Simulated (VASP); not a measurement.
# Si2N (I4/mmm) in VASP: further runs

The runs below take Si2N through single point, relaxation of cell and atoms, with PBE.

Program: VASP 6.6.1. These are calculated values, not measurements. Logs are shortened: lines on timing, memory, paths and dates and some standing lists are left out, and cuts for length are marked.

## 1. The cell of the first run

It takes space group I4/mmm (No. 139, tetragonal). Conventional cell: a = 2.782 Å, b = 2.782 Å, c = 8.481 Å, α = 90.00°, β = 90.00°, γ = 90.00°. Si (site symmetry 4mm) is surrounded by 4 N at 2.31 Å and 1 Si at 2.41 Å. N (site symmetry 4/mmm) has 8 Si at 2.31 Å as nearest neighbours.

The cell was built by a generator and needn't be a form met in nature.

## 2. Single point, PBE (species swapped into the Ti2Rh type (I4/mmm, No. 139))

File INCAR:

```
ALGO = Normal
EDIFF = 1E-6
ENCUT = 520
GGA = PE
ISIF = 2
ISMEAR = 0
LASPH = T
LCHARG = F
LREAL = F
LWAVE = F
NBANDS = 14
NELM = 100
PREC = Accurate
SIGMA = 0.1
```

File KPOINTS:

```
k-points
0
Gamma
  8 8 8
```

File POSCAR:

```
Si2N
1.0
   -1.3907990541      1.3907990541      4.2402685881
    1.3907990541     -1.3907990541      4.2402685881
    1.3907990541      1.3907990541     -4.2402685881
Si N
2 1
Direct
    0.6419822360      0.6419822360      0.0000000000
    0.3580177640      0.3580177640      0.0000000000
    0.0000000000      0.0000000000      0.0000000000
```

Potentials or basis: VASP PAW PBE potentials, release 64 (Si, N).

The run is started by

```sh
cat potpaw_PBE.64/Si/POTCAR potpaw_PBE.64/N/POTCAR > POTCAR
mpirun -np 1 vasp_std > vasp.out
```

OUTCAR:

```text
EDIFF = 1E-6
   ENCUT = 520
   GGA = PE
   ISIF = 2
   ISMEAR = 0
   LASPH = T
   LREAL = F
   NELM = 100
   PREC = Accurate

 ion  position               nearest neighbor table
   1  0.642  0.642  0.000-   3 2.31   3 2.31   3 2.31   3 2.31   2 2.41   2 2.69   2 2.69   2 2.69
                             2 2.69
   2  0.358  0.358  0.000-   3 2.31   3 2.31   3 2.31   3 2.31   1 2.41   1 2.69   1 2.69   1 2.69
                             1 2.69
   3  0.000  0.000  0.000-   1 2.31   1 2.31   1 2.31   2 2.31   2 2.31   2 2.31   1 2.31   2 2.31

  LATTYP: Found a body centered tetragonal cell.
 ALAT       =     2.7815981082
 C/A-ratio  =     3.0488003106

  Lattice vectors:

 A1 = (  -1.3907990541,   1.3907990541,   4.2402685881)
 A2 = (   1.3907990541,  -1.3907990541,   4.2402685881)
 A3 = (   1.3907990541,   1.3907990541,  -4.2402685881)

Analysis of symmetry for initial positions (statically):
=====================================================================
 Subroutine PRICEL returns:
 Original cell was already a primitive cell.

 Routine SETGRP: Setting up the symmetry group for a
 body centered tetragonal supercell.

 Subroutine GETGRP returns: Found 16 space group operations
 (whereof 16 operations were pure point group operations)
 out of a pool of 16 trial point group operations.

The static configuration has the point symmetry D_4h.

Analysis of symmetry for dynamics (positions and initial velocities):
=====================================================================
 Subroutine PRICEL returns:
 Original cell was already a primitive cell.

 Routine SETGRP: Setting up the symmetry group for a
 body centered tetragonal supercell.

 Subroutine GETGRP returns: Found 16 space group operations
 (whereof 16 operations were pure point group operations)
 out of a pool of 16 trial point group operations.

The dynamic configuration has the point symmetry D_4h.

 Subroutine INISYM returns: Found 16 space group operations
 (whereof 16 operations are pure point group operations),
 and found     1 'primitive' translations

----------------------------------------------------------------------------------------

                                     Primitive cell

  volume of cell :      32.8082

  direct lattice vectors                    reciprocal lattice vectors
    -1.390799054  1.390799054  4.240268588     0.000000000  0.359505565  0.117917059
     1.390799054 -1.390799054  4.240268588     0.359505565  0.000000000  0.117917059
     1.390799054  1.390799054 -4.240268588     0.359505565  0.359505565  0.000000000

  length of vectors
     4.674240229  4.674240229  4.674240229     0.378349949  0.378349949  0.508417646

  position of ions in fractional coordinates (direct lattice)
     0.641982236  0.641982236  0.000000000
     0.358017764  0.358017764  0.000000000
     0.000000000  0.000000000  0.000000000

  ion indices of the primitive-cell ions
   primitive index   ion index
                 1           1
                 2           2
                 3           3

----------------------------------------------------------------------------------------

 KPOINTS: k-points

Automatic generation of k-mesh.
 Grid dimensions read from file:
 generate k-points for:    8    8    8

 Generating k-lattice:

  Cartesian coordinates                     Fractional coordinates (reciprocal lattice)
     0.000000000  0.044938196  0.014739632     0.125000000  0.000000000  0.000000000
     0.044938196  0.000000000  0.014739632     0.000000000  0.125000000  0.000000000
     0.044938196  0.044938196  0.000000000     0.000000000  0.000000000  0.125000000

  Length of vectors
     0.047293744  0.047293744  0.063552206

  Shift w.r.t. Gamma in fractional coordinates (k-lattice)
     0.000000000  0.000000000  0.000000000

 Subroutine IBZKPT returns following result:
 ===========================================

 Found     59 irreducible k-points:

 Following reciprocal coordinates:
            Coordinates               Weight
  0.000000  0.000000  0.000000      1.000000
  0.125000  0.000000  0.000000      8.000000
  0.250000  0.000000  0.000000      8.000000
  0.375000 -0.000000  0.000000      8.000000
  0.500000  0.000000  0.000000      4.000000
  0.125000  0.125000  0.000000      8.000000
[... 16 lines left out ...]
  0.250000  0.125000  0.125000     16.000000
  0.375000  0.125000  0.125000      8.000000
 [... further k-points ...]
   k-points           NKPTS =     59   k-points in BZ     NKDIM =     59   number of bands    NBANDS=     14
   number of dos      NEDOS =    301   number of ions     NIONS =      3
   total plane-waves  NPLWV =  46656
   dimension x,y,z NGX =    36 NGY =   36 NGZ =   36
   dimension x,y,z NGXF=    72 NGYF=   72 NGZF=   72
   ions per type =               2   1
   NGX,Y,Z   is equivalent  to a cutoff of  12.80, 12.80, 12.80 a.u.
   NGXF,Y,Z  is equivalent  to a cutoff of  25.61, 25.61, 25.61 a.u.
 SYSTEM =  unknown system
   PREC   = accura    normal or accurate (medium, high low for compatibility)
   ISTART =      0    job   : 0-new  1-cont  2-samecut
   ICHARG =      2    charge: 1-file 2-atom 10-const
   ISPIN  =      1    spin polarized calculation?
   LNONCOLLINEAR =      F non collinear calculations
   LSORBIT =      F    spin-orbit coupling
   LASPH  =      T    aspherical Exc in radial PAW
   ENCUT  =  520.0 eV  38.22 Ry    6.18 a.u.   8.69  8.69  8.69*2*pi/ulx,y,z
   NELM   =    100;   NELMIN=  2; NELMDL= -5     # of ELM steps
   EDIFF  = 0.1E-05   stopping-criterion for ELM
   LREAL  =      F    real-space projection
   EDIFFG = 0.1E-04   stopping-criterion for IOM
   NSW    =      0    number of steps for IOM
   IBRION =     -1    ionic relax: 0-MD 1-quasi-New 2-CG
   NFREE  =      0    steps in history (QN), initial steepest desc. (CG)
   ISIF   =      2    stress and relaxation
   ISYM   =      2    0-nonsym 1-usesym 2-fastsym
   POTIM  = 0.5000    time-step for ionic-motion
   TEBEG  =    0.0;   TEEND  =   0.0 temperature during run
   PSTRESS=    0.0 pullay stress
   NELECT =      13.0000    total number of electrons
   NUPDOWN=      -1.0000    fix difference up-down
   EMIN   =  10.00;   EMAX   =-10.00  energy-range for DOS
   EFERMI =   0.00;   METHOD = LEGACY
   ISMEAR =     0;   SIGMA  =   0.10  broadening in eV -4-tet -1-fermi 0-gaus
   EFERMI_NEDOS =   21; number of points for ismear=-14 and -15
   IALGO  =     38    algorithm
   IMIX   =      4    mixing-type and parameters
     AMIX     =   0.40;   BMIX     =  1.00
     AMIX_MAG =   1.60;   BMIX_MAG =  1.00
  volume/ion in A,a.u.               =      10.94        73.80
  Fermi-wavevector in a.u.,A,eV,Ry     =   1.202436  2.272274 19.672009  1.445852
  Thomas-Fermi vector in A             =   2.338217
   LORBIT       =      0    0 simple, 1 ext, 2 COOP (PROOUT), +10 PAW based schemes
   GGA     = PE    functional components
   LHFCALC =     F    Hartree Fock is set to
   AEXX    =    0.0000 exact exchange contribution
   IVDW    =     0    specifies the selected vdW correction
   LEPSILON=     F    determine dielectric tensor
   LRPA    =     F    only Hartree local field effects (RPA)
 non-spin polarized calculation
 Gauss-broadening in eV      SIGMA  =   0.10
  energy-cutoff  :      520.00
  volume of cell :       32.81
 maximum number of plane-waves:       908
   NGX = 17   NGY = 17   NGZ = 17

 number of electron      13.0000000 magnetization

 Free energy of the ion-electron system (eV)
  ---------------------------------------------------
  ext. energy  EPLUGINS =         0.00000000
  ---------------------------------------------------
  free energy    TOTEN  =       -16.41506388 eV

  energy without entropy =      -16.41095398  energy(sigma->0) =      -16.41300893

 E-fermi :  10.8699     XC(G=0): -11.8803

 val. band max:       10.8547975881   @ k =   0.3750   0.3750   0.0000
 cond. band min:      10.8765216789   @ k =   0.5000   0.5000   0.2500
 fundamental gap:      0.0217240909
 Fermi energy:        10.8698812876

 k-point     1 :       0.0000    0.0000    0.0000
  band No.  band energies     occupation
      1      -7.3945      2.00000
      2       0.6429      2.00000
      3       2.1973      2.00000
      4       8.0046      2.00000
      5       8.0046      2.00000
      6       9.2252      2.00000
      7      13.6161      0.00000
      8      14.6118      0.00000
      9      14.6118      0.00000
     10      16.3207      0.00000
     11      17.2190      0.00000
     12      20.2736      0.00000
     13      21.0063      0.00000
     14      21.0063      0.00000

 k-point     2 :       0.1250    0.0000    0.0000
  band No.  band energies     occupation
      1      -7.1408      2.00000
      2       0.5342      2.00000
      3       2.7788      2.00000
      4       6.0792      2.00000
      5       8.1434      2.00000
      6      10.7061      1.97942
      7      11.1630      0.00003
      8      14.4257      0.00000
      9      14.9065      0.00000
     10      17.3395      0.00000
     11      18.2943      0.00000
     12      20.4266      0.00000
     13      21.1333      0.00000
     14      21.1798      0.00000

 k-point     3 :       0.2500    0.0000    0.0000
  band No.  band energies     occupation
      1      -6.4143      2.00000
      2       0.5376      2.00000
      3       3.0688      2.00000
      4       4.7881      2.00000
      5       8.0790      2.00000
      6       8.5146      2.00000
      7      12.0427      0.00000
      8      14.3892      0.00000
      9      15.7397      0.00000
     10      16.6699      0.00000
     11      18.5150      0.00000
     12      19.1503      0.00000
     13      21.0676      0.00000
     14      23.3023      0.00000
[... 324 lines left out ...]
 k-point    23 :       0.2500    0.1250    0.1250
  band No.  band energies     occupation
      1      -4.6131      2.00000
      2       0.9938      2.00000
      3       3.2528      2.00000
      4       5.0554      2.00000
      5       6.2656      2.00000
      6       8.0556      2.00000
      7      10.0032      2.00000
      8      11.1044      0.00091
      9      13.5842      0.00000
     10      15.5828      0.00000
     11      16.5901      0.00000
     12      19.2227      0.00000
     13      21.7160      0.00000
     14      23.0419      0.00000

 k-point    24 :       0.3750    0.1250    0.1250
  band No.  band energies     occupation
      1      -4.0571      2.00000
      2       0.4178      2.00000
      3       4.0956      2.00000
      4       4.1596      2.00000
      5       6.0686      2.00000
      6       9.0032      2.00000
      7       9.3218      2.00000
      8      12.2514      0.00000
      9      13.1632      0.00000
     10      13.3513      0.00000
     11      16.3478      0.00000
     12      18.8291      0.00000
     13      22.0114      0.00000
     14      22.7952      0.00000

 [... further k-points ...]

------------------------ aborting loop because EDIFF is reached ----------------------------------------

  FORCE on cell =-STRESS in cart. coord.  units (eV):
  Direction    XX          YY          ZZ          XY          YZ          ZX
  --------------------------------------------------------------------------------------
  -------------------------------------------------------------------------------------
  Total       -0.0611091     -0.0611091     -0.1068535      0.0000000      0.0000000     -0.0000000
  in kB       -2.9842458     -2.9842458     -5.2181573      0.0000000      0.0000000     -0.0000000
  external PRESSURE =      -3.7288830 kB  Pullay stress =       0.0000000 kB

 VOLUME and BASIS-vectors are now :
 -----------------------------------------------------------------------------
  energy-cutoff  :      520.00
  volume of cell :       32.81
      direct lattice vectors                 reciprocal lattice vectors
    -1.390799054  1.390799054  4.240268588     0.000000000  0.359505565  0.117917059
     1.390799054 -1.390799054  4.240268588     0.359505565  0.000000000  0.117917059
     1.390799054  1.390799054 -4.240268588     0.359505565  0.359505565  0.000000000

 POSITION                                       TOTAL-FORCE (eV/Angst)
 -----------------------------------------------------------------------------------
      0.00000      0.00000      5.44435         0.000000      0.000000     -0.005317
      0.00000      0.00000      3.03618        -0.000000     -0.000000      0.005317
      0.00000      0.00000      0.00000         0.000000      0.000000     -0.000000
 -----------------------------------------------------------------------------------
    total drift:                                0.000000      0.000000     -0.000000

  FREE ENERGIE OF THE ION-ELECTRON SYSTEM (eV)
  ---------------------------------------------------
  free  energy   TOTEN  =       -16.4150638798 eV

  energy  without entropy=      -16.4109539840  energy(sigma->0) =      -16.41300893
```

Wall time 39 s (1 thread of Intel Xeon Platinum 8375C at 2.90GHz (Ice Lake), shared host); peak memory 0.2 GiB.

What came out:

```yaml
Free_energy: -16.4151 eV
Pressure: -0.4 GPa
Largest_force: 0.005 eV/Å
Band_gap_on_the_k_mesh: none (metal or under the smearing width)
```

Forces on the atoms (eV/Å):
```
Si   0.000  0.000 -0.005
Si   0.000  0.000  0.005
N    0.000  0.000  0.000
```

Stress tensor (GPa, compression positive):
```
-0.30  0.00  0.00
 0.00 -0.30  0.00
 0.00  0.00 -0.52
```

Levels at points of the mesh, in eV from the Fermi level:
```tsv
k point	band 4	band 5	band 6	band 7	band 8	band 9
(0.00, 0.00, 0.00)	-2.87	-2.87	-1.64	2.75	3.74	3.74
(0.50, 0.00, 0.00)	-7.63	-2.32	-1.70	-0.22	3.53	5.56
(0.50, 0.50, 0.00)	-6.20	-4.93	-4.25	-1.31	-0.99	-0.56
(0.50, 0.50, 0.50)	-3.06	-3.06	-2.46	2.67	3.88	5.20
```

Caveat: the k mesh is coarse (spacing up to 0.40 Å⁻¹), so the values aren't converged.

(Part 1 of 2 ends here.)
